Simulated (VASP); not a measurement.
# Al2O3 (Pnnm) in VASP: single point with r2SCAN+D4

Aim: the single point of Al2O3 with r2SCAN+D4.

Program: VASP 6.6.1. These are calculated values, not measurements. Logs are shortened: lines on timing, memory, paths and dates and some standing lists are left out, and cuts for length are marked.

## Step 1: The structure

It takes space group Pnnm (No. 58, orthorhombic). Conventional cell: a = 4.614 Å, b = 9.563 Å, c = 3.120 Å, α = 90.00°, β = 90.00°, γ = 90.00°. Al (site symmetry m) has 4 O at 1.68 to 1.82 Å as nearest neighbours. O (site symmetry m) has 3 Al at 1.82 Å as nearest neighbours. O (site symmetry 2/m) is surrounded by 2 Al at 1.68 Å.

Measurements of this composition are mostly on another form, of space group No. 167.

## Step 2: Single point, r2SCAN+D4

Input file POSCAR:

```
Al2O3
1.0
    4.6137770000      0.0000000000      0.0000000000
    0.0000000000      9.5632790000      0.0000000000
    0.0000000000      0.0000000000      3.1198620000
Al O
4 6
Direct
    0.5170250000      0.3245730000      0.5000000000
    0.4829750000      0.6754270000      0.5000000000
    0.0170250000      0.1754270000      0.0000000000
    0.9829750000      0.8245730000      0.0000000000
    0.8763650000      0.2469500000      0.5000000000
    0.0000000000      0.0000000000      0.0000000000
    0.6236350000      0.7469500000      0.0000000000
    0.3763650000      0.2530500000      0.0000000000
    0.1236350000      0.7530500000      0.5000000000
    0.5000000000      0.5000000000      0.5000000000
```

Input file INCAR.step1:

```
SYSTEM = Al2O3
  ALGO = Normal
  EDIFF = 1E-4
  ENCUT = 520
  GGA = PE
  ISMEAR = 0
  LASPH = .TRUE.
  LCHARG = .FALSE.
  LREAL = .FALSE.
  LWAVE = .TRUE.
  NBANDS = 35
  NELM = 100
  PREC = Accurate
  SIGMA = 0.01
```

Input file INCAR.step2:

```
SYSTEM = Al2O3
  ALGO = Normal
  EDIFF = 1E-6
  ENCUT = 520
  ISIF = 2
  ISMEAR = 0
  ISTART = 1
  IVDW = 13
  LASPH = .TRUE.
  LCHARG = .FALSE.
  LMIXTAU = .TRUE.
  LREAL = .FALSE.
  LWAVE = .FALSE.
  METAGGA = R2SCAN
  NBANDS = 35
  NELM = 100
  PREC = Accurate
  SIGMA = 0.01
  VDW_A1 = 0.51559235
  VDW_A2 = 5.77342911
  VDW_S6 = 1.0
  VDW_S8 = 0.6018749
```

Input file KPOINTS:

```
k-points
0
G
  4 2 6
  0 0 0
```

Potentials or basis: VASP PAW PBE potentials, release 64 (Al, O).

Run with:

```bash
> cat potpaw_PBE.64/Al/POTCAR potpaw_PBE.64/O/POTCAR > POTCAR
> cp INCAR.step1 INCAR
> mpirun -np 1 vasp_std > vasp.out
> cp INCAR.step2 INCAR
> mpirun -np 1 vasp_std > vasp.out
```

OUTCAR:

```text
SYSTEM = Al2O3
   EDIFF = 1E-6
   ENCUT = 520
   ISIF = 2
   ISMEAR = 0
   ISTART = 1
   IVDW = 13
   LASPH = .TRUE.
   LREAL = .FALSE.
   METAGGA = R2SCAN
   NELM = 100
   PREC = Accurate

 ion  position               nearest neighbor table
   1  0.517  0.325  0.500-  10 1.68   5 1.82   8 1.82   8 1.82   3 3.13   3 3.13   3 3.13   3 3.13
                             2 3.36
   2  0.483  0.675  0.500-  10 1.68   9 1.82   7 1.82   7 1.82   4 3.13   4 3.13   4 3.13   4 3.13
                             1 3.36
   3  0.017  0.175  0.000-   6 1.68   8 1.82   5 1.82   5 1.82   1 3.13   1 3.13   1 3.13   1 3.13
                             4 3.36
   4  0.983  0.825  0.000-   6 1.68   7 1.82   9 1.82   9 1.82   2 3.13   2 3.13   2 3.13   2 3.13
                             3 3.36
   5  0.876  0.247  0.500-   1 1.82   3 1.82   3 1.82
   6  0.000  0.000  0.000-   3 1.68   4 1.68
   7  0.624  0.747  0.000-   4 1.82   2 1.82   2 1.82
   8  0.376  0.253  0.000-   3 1.82   1 1.82   1 1.82
   9  0.124  0.753  0.500-   2 1.82   4 1.82   4 1.82
  10  0.500  0.500  0.500-   1 1.68   2 1.68

  LATTYP: Found a simple orthorhombic cell.
 ALAT       =     3.1198620000
 B/A-ratio  =     1.4788400897
 C/A-ratio  =     3.0652891057

  Lattice vectors:

 A1 = (   0.0000000000,   0.0000000000,   3.1198620000)
 A2 = (   4.6137770000,   0.0000000000,   0.0000000000)
 A3 = (   0.0000000000,   9.5632790000,   0.0000000000)

Analysis of symmetry for initial positions (statically):
=====================================================================
 Subroutine PRICEL returns:
 Original cell was already a primitive cell.

 Routine SETGRP: Setting up the symmetry group for a
 simple orthorhombic supercell.

 Subroutine GETGRP returns: Found  8 space group operations
 (whereof  4 operations were pure point group operations)
 out of a pool of  8 trial point group operations.

The static configuration has the point symmetry C_2h.
 The point group associated with its full space group is D_2h.

Analysis of symmetry for dynamics (positions and initial velocities):
=====================================================================
 Subroutine PRICEL returns:
 Original cell was already a primitive cell.

 Routine SETGRP: Setting up the symmetry group for a
 simple orthorhombic supercell.

 Subroutine GETGRP returns: Found  8 space group operations
 (whereof  4 operations were pure point group operations)
 out of a pool of  8 trial point group operations.

The dynamic configuration has the point symmetry C_2h.
 The point group associated with its full space group is D_2h.

 Subroutine INISYM returns: Found  8 space group operations
 (whereof  4 operations are pure point group operations),
 and found     1 'primitive' translations

----------------------------------------------------------------------------------------

                                     Primitive cell

  volume of cell :     137.6572

  direct lattice vectors                    reciprocal lattice vectors
     4.613777000  0.000000000  0.000000000     0.216742162  0.000000000  0.000000000
     0.000000000  9.563279000  0.000000000     0.000000000  0.104566645  0.000000000
     0.000000000  0.000000000  3.119862000     0.000000000  0.000000000  0.320526998

  length of vectors
     4.613777000  9.563279000  3.119862000     0.216742162  0.104566645  0.320526998

  position of ions in fractional coordinates (direct lattice)
     0.517025000  0.324573000  0.500000000
     0.482975000  0.675427000  0.500000000
     0.017025000  0.175427000  0.000000000
     0.982975000  0.824573000  0.000000000
     0.876365000  0.246950000  0.500000000
     0.000000000  0.000000000  0.000000000
     0.623635000  0.746950000  0.000000000
     0.376365000  0.253050000  0.000000000
     0.123635000  0.753050000  0.500000000
     0.500000000  0.500000000  0.500000000

  ion indices of the primitive-cell ions
   primitive index   ion index
                 1           1
                 2           2
                 3           3
                 4           4
                 5           5
                 6           6
                 7           7
                 8           8
                 9           9
                10          10

----------------------------------------------------------------------------------------

 KPOINTS: k-points

Automatic generation of k-mesh.
 Grid dimensions read from file:
 generate k-points for:    4    2    6

 Generating k-lattice:

  Cartesian coordinates                     Fractional coordinates (reciprocal lattice)
     0.054185540  0.000000000  0.000000000     0.250000000  0.000000000  0.000000000
     0.000000000  0.052283322  0.000000000     0.000000000  0.500000000  0.000000000
     0.000000000  0.000000000  0.053421166     0.000000000  0.000000000  0.166666667

  Length of vectors
     0.054185540  0.052283322  0.053421166

  Shift w.r.t. Gamma in fractional coordinates (k-lattice)
     0.000000000  0.000000000  0.000000000

 Subroutine IBZKPT returns following result:
 ===========================================

 Found     24 irreducible k-points:

 Following reciprocal coordinates:
            Coordinates               Weight
  0.000000  0.000000  0.000000      1.000000
  0.250000  0.000000  0.000000      2.000000
  0.500000  0.000000  0.000000      1.000000
  0.000000  0.500000  0.000000      1.000000
  0.250000  0.500000  0.000000      2.000000
  0.500000  0.500000  0.000000      1.000000
[... 16 lines left out ...]
  0.250000  0.500000  0.500000      2.000000
  0.500000  0.500000  0.500000      1.000000
   k-points           NKPTS =     24   k-points in BZ     NKDIM =     24   number of bands    NBANDS=     35
   number of dos      NEDOS =    301   number of ions     NIONS =     10
   total plane-waves  NPLWV =  62208
   dimension x,y,z NGX =    36 NGY =   72 NGZ =   24
   dimension x,y,z NGXF=    72 NGYF=  144 NGZF=   48
   ions per type =               4   6
   NGX,Y,Z   is equivalent  to a cutoff of  12.97, 12.52, 12.79 a.u.
   NGXF,Y,Z  is equivalent  to a cutoff of  25.94, 25.03, 25.58 a.u.
 SYSTEM =  Al2O3
   PREC   = accura    normal or accurate (medium, high low for compatibility)
   ISTART =      1    job   : 0-new  1-cont  2-samecut
   ICHARG =      0    charge: 1-file 2-atom 10-const
   ISPIN  =      1    spin polarized calculation?
   LNONCOLLINEAR =      F non collinear calculations
   LSORBIT =      F    spin-orbit coupling
   LASPH  =      T    aspherical Exc in radial PAW
   ENCUT  =  520.0 eV  38.22 Ry    6.18 a.u.   8.58 17.78  5.80*2*pi/ulx,y,z
   NELM   =    100;   NELMIN=  2; NELMDL=  0     # of ELM steps
   EDIFF  = 0.1E-05   stopping-criterion for ELM
   LREAL  =      F    real-space projection
   EDIFFG = 0.1E-04   stopping-criterion for IOM
   NSW    =      0    number of steps for IOM
   IBRION =     -1    ionic relax: 0-MD 1-quasi-New 2-CG
   NFREE  =      0    steps in history (QN), initial steepest desc. (CG)
   ISIF   =      2    stress and relaxation
   ISYM   =      2    0-nonsym 1-usesym 2-fastsym
   POTIM  = 0.5000    time-step for ionic-motion
   TEBEG  =    0.0;   TEEND  =   0.0 temperature during run
   PSTRESS=    0.0 pullay stress
   NELECT =      48.0000    total number of electrons
   NUPDOWN=      -1.0000    fix difference up-down
   EMIN   =  10.00;   EMAX   =-10.00  energy-range for DOS
   EFERMI =   0.00;   METHOD = LEGACY
   ISMEAR =     0;   SIGMA  =   0.01  broadening in eV -4-tet -1-fermi 0-gaus
   EFERMI_NEDOS =   21; number of points for ismear=-14 and -15
   IALGO  =     38    algorithm
   IMIX   =      4    mixing-type and parameters
     AMIX     =   0.40;   BMIX     =  1.00
     AMIX_MAG =   1.60;   BMIX_MAG =  1.00
  volume/ion in A,a.u.               =      13.77        92.90
  Fermi-wavevector in a.u.,A,eV,Ry     =   1.152274  2.177482 18.064926  1.327735
  Thomas-Fermi vector in A             =   2.288926
   LORBIT       =      0    0 simple, 1 ext, 2 COOP (PROOUT), +10 PAW based schemes
   METAGGA = R2SCAN    functional components
   LHFCALC =     F    Hartree Fock is set to
   AEXX    =    0.0000 exact exchange contribution
   IVDW    =    13    specifies the selected vdW correction
   LEPSILON=     F    determine dielectric tensor
   LRPA    =     F    only Hartree local field effects (RPA)
 non-spin polarized calculation
 Gauss-broadening in eV      SIGMA  =   0.01
  energy-cutoff  :      520.00
  volume of cell :      137.66
 maximum number of plane-waves:      3737
 NGX is ok and might be reduce to    36
   NGX = 17   NGY = 35   NGZ = 11

 number of electron      48.0000028 magnetization

 Free energy of the ion-electron system (eV)
  ---------------------------------------------------
  ext. energy  EPLUGINS =         0.00000000
  ---------------------------------------------------
  free energy    TOTEN  =       -94.65178625 eV

  energy without entropy =      -94.65178625  energy(sigma->0) =      -94.65178625

 E-fermi :   1.5766     XC(G=0):  -9.2203

 val. band max:        1.4530232298   @ k =   0.0000   0.0000   0.0000
 cond. band min:       5.5637707850   @ k =   0.0000   0.0000   0.0000
 fundamental gap:      4.1107475552
 Fermi energy:         1.5766093311

 k-point     1 :       0.0000    0.0000    0.0000
  band No.  band energies     occupation
      1     -18.4882      2.00000
      2     -18.4188      2.00000
      3     -17.1987      2.00000
      4     -17.1750      2.00000
      5     -15.8472      2.00000
      6     -15.7427      2.00000
[... 27 lines left out ...]
     34      13.0302      0.00000
     35      14.3555      0.00000

 k-point     2 :       0.2500    0.0000    0.0000
  band No.  band energies     occupation
      1     -18.3237      2.00000
      2     -18.2570      2.00000
      3     -17.4195      2.00000
      4     -17.3808      2.00000
      5     -15.8213      2.00000
      6     -15.7508      2.00000
[... 27 lines left out ...]
     34      12.6986      0.00000
     35      13.5660      0.00000

 k-point     3 :       0.5000    0.0000    0.0000
  band No.  band energies     occupation
      1     -17.8982      2.00000
      2     -17.8982      2.00000
      3     -17.8409      2.00000
      4     -17.8409      2.00000
      5     -15.7783      2.00000
      6     -15.7783      2.00000
[... 27 lines left out ...]
     34      12.3180      0.00000
     35      13.4651      0.00000

 k-point     4 :       0.0000    0.5000    0.0000
  band No.  band energies     occupation
      1     -18.4543      2.00000
      2     -18.4543      2.00000
      3     -17.1861      2.00000
      4     -17.1861      2.00000
      5     -15.7950      2.00000
      6     -15.7950      2.00000
[... 27 lines left out ...]
     34      13.5580      0.00000
     35      14.0412      0.00000

 k-point     5 :       0.2500    0.5000    0.0000
  band No.  band energies     occupation
      1     -18.2914      2.00000
      2     -18.2914      2.00000
      3     -17.3993      2.00000
      4     -17.3993      2.00000
      5     -15.7861      2.00000
      6     -15.7861      2.00000
[... 638 lines left out ...]
 k-point    22 :       0.0000    0.5000    0.5000
  band No.  band energies     occupation
      1     -17.5241      2.00000
      2     -17.5241      2.00000
      3     -17.5156      2.00000
      4     -17.5156      2.00000
      5     -15.6320      2.00000
      6     -15.6320      2.00000
[... 27 lines left out ...]
     34      13.0779      0.00000
     35      13.7928      0.00000

 k-point    23 :       0.2500    0.5000    0.5000
  band No.  band energies     occupation
      1     -17.5132      2.00000
      2     -17.5132      2.00000
      3     -17.5052      2.00000
      4     -17.5052      2.00000
      5     -15.6337      2.00000
      6     -15.6337      2.00000
[... 27 lines left out ...]
     34      13.1183      0.00000
     35      13.3322      0.00000

 k-point    24 :       0.5000    0.5000    0.5000
  band No.  band energies     occupation
      1     -17.5025      2.00000
      2     -17.5025      2.00000
      3     -17.4946      2.00000
      4     -17.4946      2.00000
      5     -15.6357      2.00000
      6     -15.6357      2.00000
[... 27 lines left out ...]
     34      12.8920      0.00000
     35      12.9322      0.00000

------------------------ aborting loop because EDIFF is reached ----------------------------------------

  DFT-D4 for vdW energy calculation

  Edisp (eV):   -0.67491

  FORCE on cell =-STRESS in cart. coord.  units (eV):
  Direction    XX          YY          ZZ          XY          YZ          ZX
  --------------------------------------------------------------------------------------
  -------------------------------------------------------------------------------------
  Total      -2.69017    -2.91506    -7.32843    -0.00000     0.00000     0.00000
  in kB     -31.31064   -33.92808   -85.29487    -0.00000     0.00000     0.00000
  external pressure =      -50.18 kB  Pullay stress =        0.00 kB

 VOLUME and BASIS-vectors are now :
 -----------------------------------------------------------------------------
  energy-cutoff  :      520.00
  volume of cell :      137.66
      direct lattice vectors                 reciprocal lattice vectors
     4.613777000  0.000000000  0.000000000     0.216742162  0.000000000  0.000000000
     0.000000000  9.563279000  0.000000000     0.000000000  0.104566645  0.000000000
     0.000000000  0.000000000  3.119862000     0.000000000  0.000000000  0.320526998

 POSITION                                       TOTAL-FORCE (eV/Angst)
 -----------------------------------------------------------------------------------
      2.38544      3.10398      1.55993         0.099744     -0.064832      0.000000
      2.22834      6.45930      1.55993        -0.099744      0.064832     -0.000000
      0.07855      1.67766      0.00000         0.099744      0.064832      0.000000
      4.53523      7.88562      0.00000        -0.099744     -0.064832      0.000000
      4.04335      2.36165      1.55993        -0.213455      0.015883      0.000000
      0.00000      0.00000      0.00000        -0.000000      0.000000      0.000000
      2.87731      7.14329      0.00000         0.213455      0.015883      0.000000
      1.73646      2.41999      0.00000        -0.213455     -0.015883     -0.000000
      0.57042      7.20163      1.55993         0.213455     -0.015883      0.000000
      2.30689      4.78164      1.55993        -0.000000      0.000000      0.000000
 -----------------------------------------------------------------------------------
    total drift:                                0.000000     -0.000000     -0.000000

  FREE ENERGIE OF THE ION-ELECTRON SYSTEM (eV)
  ---------------------------------------------------
  free  energy   TOTEN  =       -95.3266987772 eV

  energy  without entropy=      -95.3266987772  energy(sigma->0) =      -95.32669878
```

It took 6.6 min on 1 thread of AMD EPYC 7R13 (Zen 3), shared host; peak memory 0.26 GiB.

Results:

| Property | Result |
| --- | --- |
| Free energy | -95.3267 eV |
| Pressure | -5.0 GPa |
| Largest force | 0.214 eV/Å |
| Band gap on the k mesh | 4.11 eV, direct |
| Dispersion energy per atom | -0.067 eV |

Forces in eV/Å, atoms in the order of the input:
```
Al   0.100 -0.065  0.000
Al  -0.100  0.065  0.000
Al   0.100  0.065  0.000
Al  -0.100 -0.065  0.000
O   -0.213  0.016  0.000
O    0.000  0.000  0.000
O    0.213  0.016  0.000
O   -0.213 -0.016  0.000
O    0.213 -0.016  0.000
O    0.000  0.000  0.000
```

Stress tensor (GPa, compression positive):
```
-3.13  0.00  0.00
 0.00 -3.39  0.00
 0.00  0.00 -8.53
```

Caveat: the PAW data sets were made with another functional, which shifts forces and pressure a little. r2SCAN opens gaps a little over a GGA but as a rule still falls short of measured ones.
